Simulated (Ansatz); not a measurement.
**ScAlN2 (ordered alloy on rocksalt lattice): independent-particle optics**

How does ScAlN2 (ordered alloy on rocksalt lattice) absorb light if electrons and holes don't interact? The runs, in order: HSE06 for the gap; optics with PBE on 6×6×4; optics with r2SCAN on 6×6×4; optics with PBE and scissors to the HSE06 gap on 6×6×4.

Program: Ansatz 0.2.0. Level of theory: plane waves, PAW; no local fields, no excitons. These are calculated values, not measurements.

### Step 1. The system as given

Symmetry: P4/mmm, No. 123, tetragonal system. Conventional cell: a = 3.045 Å, b = 3.045 Å, c = 4.319 Å, α = 90.00°, β = 90.00°, γ = 90.00°. Sc (site symmetry 4/mmm) is surrounded by 6 N at 2.15 to 2.16 Å. Around N (site symmetry 4/mmm) lie 4 Al at 2.15 Å and 2 Sc at 2.16 Å. Al (site symmetry 4/mmm) is surrounded by 6 N at 2.15 to 2.16 Å. N (site symmetry 4/mmm) is surrounded by 4 Sc at 2.15 Å and 2 Al at 2.16 Å.

Structure file:

```
Sc N Al
1.0
     3.04461    0.00000    0.00000
     0.00000    3.04461    0.00000
     0.00000    0.00000    4.31898
Sc N Al
1 2 1
Direct
  0.00000 0.00000 0.00000
  0.00000 0.00000 0.50000
  0.50000 0.50000 0.00000
  0.50000 0.50000 0.50000
```

Cell and atoms come from an earlier r2SCAN relaxation.

### Step 2. The gap to aim at

input.yaml reads:

```yaml
crystal:
  lattice:
    - [3.0446085499, 0.0, 0.0]
    - [0.0, 3.0446085499, 0.0]
    - [0.0, 0.0, 4.3189807773]
  atoms:
    - { symbol: Sc, position: [0.0, 0.0, 0.0] }
    - { symbol: "N", position: [0.0, 0.0, 0.5] }
    - { symbol: Al, position: [0.5, 0.5, 0.5] }
    - { symbol: "N", position: [0.5, 0.5, 0.0] }
kpoints:
  mp_grid: { grid: [4, 4, 4] }
  band_path:
    path:
      - [0.0, 0.0, 0.0]
      - [0.0, 0.5, 0.0]
      - [0.5, 0.5, 0.0]
      - [0.0, 0.0, 0.5]
      - [0.0, 0.5, 0.5]
      - [0.5, 0.5, 0.5]
    npoints: 1
hamiltonian:
  xc: hse06
scf:
  occupations: { method: fixed }
  n_extra_bands: 5
output:
  forces: true
  stress: true
  eigenvalues: true
```

Started as:

```
ansatz run input.yaml --threads 4 --pin off --max-ram 3686MiB --backend cpu --events-out ev --progress --plain --runs-dir out
```

The runs that follow: Optics, PBE; Optics, r2SCAN; Optics, PBE with a scissors shift.

Q: Predict the results of all the runs planned. Wanted: ε∞, PBE; ε∞, r2SCAN; tallest peak of ε₂, PBE; tallest peak of ε₂, r2SCAN; HSE06 direct gap.

As calculated:

| quantity | value |
| --- | --- |
| ε∞, PBE | 9.59 (xx, yy), 7.85 (zz) |
| ε∞, r2SCAN | 7.69 (xx, yy), 6.80 (zz) |
| ε∞, PBE + 1.14 eV scissors | 7.68 (xx, yy), 6.79 (zz) |
| tallest peak of ε₂, PBE | 10.8 at 5.85 eV |
| tallest peak of ε₂, r2SCAN | 9.6 at 6.50 eV |
| tallest peak of ε₂, PBE + 1.14 eV scissors | 10.8 at 7.00 eV |
| HSE06 direct gap | 1.85 eV |

What this shows: PBE + 1.14 eV scissors has the widest direct gap (1.85 eV) and PBE the narrowest (0.70 eV); ε∞ is 7.38 and 9.01 (mean of the axes): a wider gap screens less. The response is anisotropic: with PBE ε∞ is 9.59 (xx, yy), 7.85 (zz). Local fields and excitons are left out: both change ε∞, and without excitons the onset lacks its lines.
